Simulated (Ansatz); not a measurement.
The system is Ir.

```
Ir
1.0
     0.00000    1.91560    1.91560
     1.91560    0.00000    1.91560
     1.91560    1.91560    0.00000
Ir
1
Direct
  0.00000 0.00000 0.00000
```

```yaml
Program: Ansatz 0.2.0
Task: relaxation of cell and atoms
Functional: PBE
Potentials_or_basis: Ansatz PAW
Cutoff: "420 eV (not typed: the program's choice for these potentials)"
k_mesh: 12 × 12 × 12
Occupations: fermi-dirac, width 0.05 eV
Spin: no spin polarisation
```

At the start: volume 14.06 Å³/atom.

Where does the relaxation end?

It ends after 5 steps and the volume is 14.48 Å³/atom (+3.0 %); space group Fm-3m (No. 225, to 0.05 Å).

Step by step:
```tsv
step	energy change (eV)	largest force (eV/Å)	volume (Å³)
1	0.0000	0.0000	14.06
2	-0.0139	0.0000	14.53
3	-0.0141	0.0000	14.49
4	-0.0141	0.0000	14.48
5	-0.0143	0.0000	14.48
```

Final structure:
```cif
data_structure
_symmetry_space_group_name_H-M 'P 1'
_symmetry_Int_Tables_number 1
_cell_length_a 2.7360
_cell_length_b 2.7360
_cell_length_c 2.7360
_cell_angle_alpha 60.000
_cell_angle_beta 60.000
_cell_angle_gamma 60.000
_cell_volume 14.48
loop_
_atom_site_label
_atom_site_type_symbol
_atom_site_fract_x
_atom_site_fract_y
_atom_site_fract_z
_atom_site_occupancy
Ir1 Ir 0.00000 0.00000 0.00000 1
```

Caveat: the plane-wave basis is chosen anew once the cell has moved, so the energies of steps on either side of that aren't comparable.
